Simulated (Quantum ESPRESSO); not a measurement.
# TiO2 (P4_2/mnm) in Quantum ESPRESSO: a series of runs

Aim: see how the results for TiO2 move with the level of theory and the settings. Levels: PBE, PBEsol. Tasks: dielectric tensor.

Program: Quantum ESPRESSO 7.5. These are calculated values, not measurements. Logs are shortened: lines on timing, memory, paths and dates and some standing lists are left out, and cuts for length are marked.

**1. The structure**

It takes space group P4_2/mnm (No. 136, tetragonal). Conventional cell: a = 4.600 Å, b = 4.600 Å, c = 2.959 Å, α = 90.00°, β = 90.00°, γ = 90.00°. Ti (site symmetry mmm) has 6 O at 1.95 to 1.98 Å as nearest neighbours. O (site symmetry m2m) has 3 Ti at 1.95 to 1.98 Å as nearest neighbours.

The cell is a database's computed one.

**2. Dielectric tensor, PBE**

File pw.in:

```
&CONTROL
  calculation = 'scf'
  prefix = 'pwscf'
  outdir = './tmp'
  pseudo_dir = './pseudo'
  tprnfor = .true.
  tstress = .true.
  disk_io = 'low'
/
&SYSTEM
  ibrav = 0
  celldm(1) = 8
  nat = 6
  ntyp = 2
  ecutwfc = 84
  nbnd = 33
  occupations = 'smearing'
  smearing = 'fd'
  degauss = 0.00367493
/
&ELECTRONS
  conv_thr = 1.2d-09
  electron_maxstep = 120
  mixing_beta = 0.5
/
ATOMIC_SPECIES
Ti    47.8670 Ti.upf
O     15.9990 O.upf
CELL_PARAMETERS alat
  1.0865540950003   0.0000000000000   0.0000000000000
  0.0000000000000   1.0865540950003   0.0000000000000
  0.0000000000000   0.0000000000000   0.6990128965849
ATOMIC_POSITIONS crystal
Ti     0.0000000000    0.0000000000    0.5000000000
Ti     0.5000000000    0.5000000000    0.0000000000
O      0.3043213200    0.3043213200    0.5000000000
O      0.1956786800    0.8043213200    0.0000000000
O      0.8043213200    0.1956786800    0.0000000000
O      0.6956786800    0.6956786800    0.5000000000
K_POINTS automatic
4 4 6 1 1 1
```

File gamma.in:

```
&CONTROL
  calculation = 'bands'
  prefix = 'pwscf'
  outdir = './tmp'
  pseudo_dir = './pseudo'
  disk_io = 'low'
  verbosity = 'high'
/
&SYSTEM
  ibrav = 0
  celldm(1) = 8
  nat = 6
  ntyp = 2
  ecutwfc = 84
  nbnd = 33
  occupations = 'smearing'
  smearing = 'fd'
  degauss = 0.00367493
/
&ELECTRONS
  conv_thr = 1d-08
  electron_maxstep = 120
  mixing_beta = 0.5
  diago_full_acc = .true.
  startingwfc = 'random'
/
ATOMIC_SPECIES
Ti    47.8670 Ti.upf
O     15.9990 O.upf
CELL_PARAMETERS alat
  1.0865540950003   0.0000000000000   0.0000000000000
  0.0000000000000   1.0865540950003   0.0000000000000
  0.0000000000000   0.0000000000000   0.6990128965849
ATOMIC_POSITIONS crystal
Ti     0.0000000000    0.0000000000    0.5000000000
Ti     0.5000000000    0.5000000000    0.0000000000
O      0.3043213200    0.3043213200    0.5000000000
O      0.1956786800    0.8043213200    0.0000000000
O      0.8043213200    0.1956786800    0.0000000000
O      0.6956786800    0.6956786800    0.5000000000
K_POINTS crystal
1
0.0 0.0 0.0 1
```

File scf2.in:

```
&CONTROL
  calculation = 'scf'
  prefix = 'pwscf'
  outdir = './tmp'
  pseudo_dir = './pseudo'
  tprnfor = .true.
  tstress = .true.
  disk_io = 'low'
/
&SYSTEM
  ibrav = 0
  celldm(1) = 8
  nat = 6
  ntyp = 2
  ecutwfc = 84
  nbnd = 33
  occupations = 'fixed'
/
&ELECTRONS
  conv_thr = 1d-13
  electron_maxstep = 120
  mixing_beta = 0.5
  startingpot = 'file'
/
ATOMIC_SPECIES
Ti    47.8670 Ti.upf
O     15.9990 O.upf
CELL_PARAMETERS alat
  1.0865540950003   0.0000000000000   0.0000000000000
  0.0000000000000   1.0865540950003   0.0000000000000
  0.0000000000000   0.0000000000000   0.6990128965849
ATOMIC_POSITIONS crystal
Ti     0.0000000000    0.0000000000    0.5000000000
Ti     0.5000000000    0.5000000000    0.0000000000
O      0.3043213200    0.3043213200    0.5000000000
O      0.1956786800    0.8043213200    0.0000000000
O      0.8043213200    0.1956786800    0.0000000000
O      0.6956786800    0.6956786800    0.5000000000
K_POINTS automatic
4 4 6 1 1 1
```

File ph.in:

```
dielectric of TiO2
&INPUTPH
  prefix = 'pwscf'
  outdir = './tmp'
  tr2_ph = 1d-18
  fildyn = 'dyn'
  niter_ph = 90
  alpha_mix(1) = 0.7
  epsil = .true.
  trans = .false.
  zeu = .true.
/
0.0000000000 0.0000000000 0.0000000000
```

Potentials or basis: PseudoDojo 0.4.1 SR PBE standard.

Command:

```console
$ OMP_NUM_THREADS=1 pw.x -in pw.in > pw.out
$ OMP_NUM_THREADS=1 pw.x -in gamma.in > gamma.out
$ OMP_NUM_THREADS=1 pw.x -in scf2.in > scf2.out
$ OMP_NUM_THREADS=1 ph.x -in ph.in > ph.out
```

pw.out:

```text
This program is part of the open-source Quantum ESPRESSO suite
     for quantum simulation of materials; please cite
[... 9 lines left out ...]
     --------------------
     sticks:   dense  smooth     PW     G-vecs:    dense   smooth      PW
     Sum        2025    2025    577                43961    43961    6641

     Using Slab Decomposition

     bravais-lattice index     =            0
     lattice parameter (alat)  =       8.0000  a.u.
     unit-cell volume          =     422.5303 (a.u.)^3
     number of atoms/cell      =            6
     number of atomic types    =            2
     number of electrons       =        48.00
     number of Kohn-Sham states=           33
     kinetic-energy cutoff     =      84.0000  Ry
     charge density cutoff     =     336.0000  Ry
     scf convergence threshold =      1.2E-09
     mixing beta               =       0.5000
     number of iterations used =            8  plain     mixing
     Exchange-correlation= PBE
                           (   1   4   3   4   0   0   0)

     celldm(1)=   8.000000  celldm(2)=   0.000000  celldm(3)=   0.000000
     celldm(4)=   0.000000  celldm(5)=   0.000000  celldm(6)=   0.000000

     crystal axes: (cart. coord. in units of alat)
               a(1) = (   1.086554   0.000000   0.000000 )
               a(2) = (   0.000000   1.086554   0.000000 )
               a(3) = (   0.000000   0.000000   0.699013 )

     reciprocal axes: (cart. coord. in units 2 pi/alat)
               b(1) = (  0.920341  0.000000  0.000000 )
               b(2) = (  0.000000  0.920341  0.000000 )
               b(3) = (  0.000000  0.000000  1.430589 )

     PseudoPot. # 1 for Ti read from file:
     Ti.upf
     Pseudo is Norm-conserving + core correction, Zval = 12.0
     Generated using ONCVPSP code by D. R. Hamann
     Using radial grid of 1586 points,  6 beta functions with:
                l(1) =   0
                l(2) =   0
                l(3) =   1
                l(4) =   1
                l(5) =   2
                l(6) =   2

     PseudoPot. # 2 for O  read from file:
     O.upf
     Pseudo is Norm-conserving + core correction, Zval =  6.0
     Generated using ONCVPSP code by D. R. Hamann
     Using radial grid of  936 points,  5 beta functions with:
                l(1) =   0
                l(2) =   0
                l(3) =   1
                l(4) =   1
                l(5) =   2

     atomic species   valence    mass     pseudopotential
     Ti               12.00    47.86700     Ti( 1.00)
     O                 6.00    15.99900     O ( 1.00)

     16 Sym. Ops., with inversion, found ( 8 have fractional translation)

   Cartesian axes

     site n.     atom                  positions (alat units)
         1        Ti     tau(   1) = (   0.0000000   0.0000000   0.3495064  )
         2        Ti     tau(   2) = (   0.5432770   0.5432770   0.0000000  )
         3        O      tau(   3) = (   0.3306616   0.3306616   0.3495064  )
         4        O      tau(   4) = (   0.2126155   0.8739386   0.0000000  )
         5        O      tau(   5) = (   0.8739386   0.2126155   0.0000000  )
         6        O      tau(   6) = (   0.7558925   0.7558925   0.3495064  )

     number of k points=     9  Fermi-Dirac smearing, width (Ry)=  0.0037
                       cart. coord. in units 2pi/alat
        k(    1) = (   0.1150426   0.1150426   0.1192157), wk =   0.1666667
        k(    2) = (   0.1150426   0.1150426   0.3576472), wk =   0.1666667
        k(    3) = (   0.1150426   0.1150426   0.5960787), wk =   0.1666667
        k(    4) = (   0.1150426   0.3451278   0.1192157), wk =   0.3333333
        k(    5) = (   0.1150426   0.3451278   0.3576472), wk =   0.3333333
        k(    6) = (   0.1150426   0.3451278   0.5960787), wk =   0.3333333
        k(    7) = (   0.3451278   0.3451278   0.1192157), wk =   0.1666667
        k(    8) = (   0.3451278   0.3451278   0.3576472), wk =   0.1666667
        k(    9) = (   0.3451278   0.3451278   0.5960787), wk =   0.1666667

     Dense  grid:    43961 G-vectors     FFT dimensions: (  54,  54,  36)

     Initial potential from superposition of free atoms

     starting charge      47.9968, renormalised to      48.0000
     Starting wfcs are   36 randomized atomic wfcs

     Self-consistent Calculation

     iteration #  1     ecut=    84.00 Ry     beta= 0.50
     Davidson diagonalization with overlap
     ethr =  1.00E-02,  avg # of iterations =  2.0

     total energy              =    -369.27728632 Ry
     estimated scf accuracy    <       2.82512844 Ry

     iteration #  2     ecut=    84.00 Ry     beta= 0.50
     Davidson diagonalization with overlap
     ethr =  5.89E-03,  avg # of iterations =  3.9

     total energy              =    -368.18225392 Ry
     estimated scf accuracy    <      11.83343460 Ry

     iteration #  3     ecut=    84.00 Ry     beta= 0.50
     Davidson diagonalization with overlap
     ethr =  5.89E-03,  avg # of iterations =  2.8

     total energy              =    -370.45067458 Ry
     estimated scf accuracy    <       0.44996583 Ry

     iteration #  4     ecut=    84.00 Ry     beta= 0.50
     Davidson diagonalization with overlap
     ethr =  9.37E-04,  avg # of iterations =  2.0

     total energy              =    -370.37982152 Ry
     estimated scf accuracy    <       0.21391951 Ry

     iteration #  5     ecut=    84.00 Ry     beta= 0.50
     Davidson diagonalization with overlap
     ethr =  4.46E-04,  avg # of iterations =  1.3

     total energy              =    -370.42109660 Ry
     estimated scf accuracy    <       0.00280119 Ry

     iteration #  6     ecut=    84.00 Ry     beta= 0.50
     Davidson diagonalization with overlap
     ethr =  5.84E-06,  avg # of iterations =  5.7

     total energy              =    -370.42038317 Ry
     estimated scf accuracy    <       0.00416495 Ry

     iteration #  7     ecut=    84.00 Ry     beta= 0.50
     Davidson diagonalization with overlap
     ethr =  5.84E-06,  avg # of iterations =  3.7

     total energy              =    -370.42185252 Ry
     estimated scf accuracy    <       0.00208195 Ry

     iteration #  8     ecut=    84.00 Ry     beta= 0.50
     Davidson diagonalization with overlap
     ethr =  4.34E-06,  avg # of iterations =  1.0

     total energy              =    -370.42172756 Ry
     estimated scf accuracy    <       0.00078273 Ry

     iteration #  9     ecut=    84.00 Ry     beta= 0.50
     Davidson diagonalization with overlap
     ethr =  1.63E-06,  avg # of iterations =  1.8

     total energy              =    -370.42176289 Ry
     estimated scf accuracy    <       0.00009956 Ry

     iteration # 10     ecut=    84.00 Ry     beta= 0.50
     Davidson diagonalization with overlap
     ethr =  2.07E-07,  avg # of iterations =  3.3

     total energy              =    -370.42175903 Ry
     estimated scf accuracy    <       0.00002382 Ry

     iteration # 11     ecut=    84.00 Ry     beta= 0.50
     Davidson diagonalization with overlap
     ethr =  4.96E-08,  avg # of iterations =  4.0

     total energy              =    -370.42176618 Ry
     estimated scf accuracy    <       0.00000712 Ry

     iteration # 12     ecut=    84.00 Ry     beta= 0.50
     Davidson diagonalization with overlap
     ethr =  1.48E-08,  avg # of iterations =  1.1

     total energy              =    -370.42176699 Ry
     estimated scf accuracy    <       0.00000013 Ry

     iteration # 13     ecut=    84.00 Ry     beta= 0.50
     Davidson diagonalization with overlap
     ethr =  2.75E-10,  avg # of iterations =  5.0

     total energy              =    -370.42176705 Ry
     estimated scf accuracy    <       0.00000027 Ry

     iteration # 14     ecut=    84.00 Ry     beta= 0.50
     Davidson diagonalization with overlap
     ethr =  2.75E-10,  avg # of iterations =  3.0

     total energy              =    -370.42176709 Ry
     estimated scf accuracy    <          2.3E-09 Ry

     iteration # 15     ecut=    84.00 Ry     beta= 0.50
     Davidson diagonalization with overlap
     ethr =  4.81E-12,  avg # of iterations =  3.9

     End of self-consistent calculation

          k = 0.1150 0.1150 0.1192 (  5486 PWs)   bands (ev):

   -47.7738 -47.7599 -24.1008 -24.0784 -23.9675 -23.9419 -23.9293 -23.9019
    -8.8554  -7.8259  -7.2884  -7.1874   3.5818   4.0285   4.4636   5.2330
     5.2441   6.4203   6.7337   6.9423   7.7592   8.2445   8.3630   8.9469
    11.2120  11.5648  11.6089  11.8640  11.9318  13.5013  13.8400  15.3922
    15.6082

          k = 0.1150 0.1150 0.3576 (  5491 PWs)   bands (ev):

   -47.7546 -47.7444 -24.1276 -24.1072 -24.0481 -24.0256 -23.9488 -23.9353
    -8.3803  -7.5696  -7.4728  -7.4067   4.1906   4.5271   4.7074   5.0564
     5.3927   5.7191   6.3478   7.0677   7.3297   7.5731   7.7987   8.6359
    11.3031  11.7723  12.0665  12.2377  12.3467  13.1341  14.2914  14.8569
    15.1883

          k = 0.1150 0.1150 0.5961 (  5517 PWs)   bands (ev):

   -47.7339 -47.7302 -24.3092 -24.3015 -23.9833 -23.9729 -23.9440 -23.9400
    -7.8908  -7.6245  -7.6172  -7.3474   4.5031   4.7656   4.8805   5.0225
     5.4014   5.9962   6.3505   6.5931   6.7306   7.4695   7.6569   7.7098
    11.5160  12.1342  12.2479  12.3959  12.5922  12.9996  14.2207  14.8044
    15.1245

          k = 0.1150 0.3451 0.1192 (  5489 PWs)   bands (ev):

   -47.7697 -47.7639 -24.0839 -24.0472 -24.0025 -23.9638 -23.9193 -23.9079
    -8.5011  -8.0104  -7.4260  -7.3016   3.9257   4.3387   4.9926   5.2017
     5.5109   6.2195   6.3475   6.8842   7.1405   7.5742   8.1572   8.5482
    11.4949  11.7569  11.8939  12.1772  12.3876  13.0353  14.5903  15.1530
    15.4301

          k = 0.1150 0.3451 0.3576 (  5496 PWs)   bands (ev):

   -47.7516 -47.7473 -24.1304 -24.1207 -24.0298 -23.9991 -23.9693 -23.9460
    -8.1223  -7.7482  -7.5291  -7.4625   4.4315   4.6698   4.8247   4.9511
     5.4917   5.9138   6.1584   6.7508   7.0067   7.4878   7.9990   8.4026
    11.4852  11.8994  12.0695  12.3281  12.6201  12.8698  14.2466  14.5899
    15.3943

          k = 0.1150 0.3451 0.5961 (  5505 PWs)   bands (ev):

   -47.7328 -47.7312 -24.3135 -24.3084 -23.9751 -23.9585 -23.9536 -23.9432
    -7.9474  -7.8401  -7.3940  -7.2757   4.2123   4.3726   4.9006   5.0916
     5.4174   6.1067   6.3724   6.7062   7.1529   7.4372   7.7767   8.1809
    11.1373  11.5317  12.2776  12.3811  12.7885  13.0296  14.0250  14.3665
    15.7992

          k = 0.3451 0.3451 0.1192 (  5487 PWs)   bands (ev):

   -47.7680 -47.7656 -24.1093 -24.0894 -23.9602 -23.9367 -23.9175 -23.9131
    -8.3899  -8.1907  -7.3597  -7.2773   3.6578   3.9477   4.9916   5.0944
     5.9641   6.5519   6.9103   7.2047   7.4851   7.5029   7.7079   8.1492
    11.1725  11.5058  11.6935  11.9300  12.7046  12.9663  14.7984  15.1941
    15.4995

          k = 0.3451 0.3451 0.3576 (  5492 PWs)   bands (ev):

   -47.7503 -47.7485 -24.1211 -24.1139 -24.0548 -24.0330 -23.9435 -23.9316
    -8.0024  -7.8483  -7.5135  -7.4842   4.1961   4.4632   4.4990   4.5955
     5.9950   6.3181   6.6699   7.0995   7.3253   7.4250   7.7030   8.0715
    11.7347  11.7707  12.0054  12.1353  12.4212  12.6262  14.6128  15.1018
    15.1785

          k = 0.3451 0.3451 0.5961 (  5498 PWs)   bands (ev):

   -47.7323 -47.7317 -24.3072 -24.3025 -23.9866 -23.9768 -23.9428 -23.9395
    -7.8551  -7.6911  -7.5400  -7.3683   4.2089   4.4640   4.6434   4.7990
     5.4213   5.8315   6.4873   6.5376   7.5189   7.7252   8.1489   8.3682
    11.3821  11.8867  12.2268  12.2850  12.3563  12.7500  14.3519  15.0859
    15.1088

     the Fermi energy is     9.9932 ev

!    total energy              =    -370.42176709 Ry
     estimated scf accuracy    <          7.4E-10 Ry
     smearing contrib. (-TS)   =      -0.00000000 Ry
     internal energy E=F+TS    =    -370.42176709 Ry

     The total energy is F=E-TS. E is the sum of the following terms:
     one-electron contribution =    -123.52013745 Ry
     hartree contribution      =      85.50583504 Ry
     xc contribution           =     -68.31983746 Ry
     ewald contribution        =    -264.08762723 Ry

     convergence has been achieved in  15 iterations

     Forces acting on atoms (cartesian axes, Ry/au):

     atom    1 type  1   force =     0.00000000    0.00000000   -0.00000000
     atom    2 type  1   force =     0.00000000    0.00000000    0.00000000
     atom    3 type  2   force =     0.00050727    0.00050727    0.00000000
     atom    4 type  2   force =    -0.00050727    0.00050727    0.00000000
     atom    5 type  2   force =     0.00050727   -0.00050727    0.00000000
     atom    6 type  2   force =    -0.00050727   -0.00050727    0.00000000

     Total force =     0.001435     Total SCF correction =     0.000001

     Computing stress (Cartesian axis) and pressure

          total   stress  (Ry/bohr**3)                   (kbar)     P=       36.23
   0.00026428   0.00000000   0.00000000           38.88        0.00        0.00
   0.00000000   0.00026428   0.00000000            0.00       38.88        0.00
   0.00000000   0.00000000   0.00021029            0.00        0.00       30.93

=------------------------------------------------------------------------------=
   JOB DONE.
=------------------------------------------------------------------------------=
```

It took 14 min on 1 thread of Intel Xeon at 2.50GHz (Skylake/Cascade Lake), shared host; peak memory 0.12 GiB.

What came out:

| Quantity | Value |
| --- | --- |
| Free energy | -5039.8449 eV |
| Pressure | 3.6 GPa |
| Largest force | 0.018 eV/Å |
| Electronic dielectric tensor (diagonal) | 7.33, 7.33, 8.60 |
| Born charges (mean of the diagonal) | Ti +6.73; O -3.37 e |

Forces on the atoms (eV/Å):
```
Ti   0.000  0.000  0.000
Ti   0.000  0.000  0.000
O    0.013  0.013  0.000
O   -0.013  0.013  0.000
O    0.013 -0.013  0.000
O   -0.013 -0.013  0.000
```

Stress tensor (GPa, compression positive):
```
3.89 0.00 0.00
0.00 3.89 0.00
0.00 0.00 3.09
```

Electronic dielectric tensor:
```
7.33 0.00 0.00
0.00 7.33 0.00
0.00 0.00 8.60
```

Born effective charge tensors (e):
atom 1, Ti
```
6.29 1.01 0.00
1.01 6.29 0.00
0.00 0.00 7.61
```
atom 2, Ti
```
 6.29 -1.01  0.00
-1.01  6.29  0.00
 0.00  0.00  7.61
```
atom 3, O
```
-3.15 -1.80  0.00
-1.80 -3.15  0.00
 0.00  0.00 -3.80
```
atom 4, O
```
-3.15  1.80  0.00
 1.80 -3.15  0.00
 0.00  0.00 -3.80
```
atom 5, O
```
-3.15  1.80  0.00
 1.80 -3.15  0.00
 0.00  0.00 -3.80
```
atom 6, O
```
-3.15 -1.80  0.00
-1.80 -3.15  0.00
 0.00  0.00 -3.80
```

Caveat: the cell is more than 3 GPa from zero pressure, which shifts response properties.

(Part 1 of 2 ends here.)
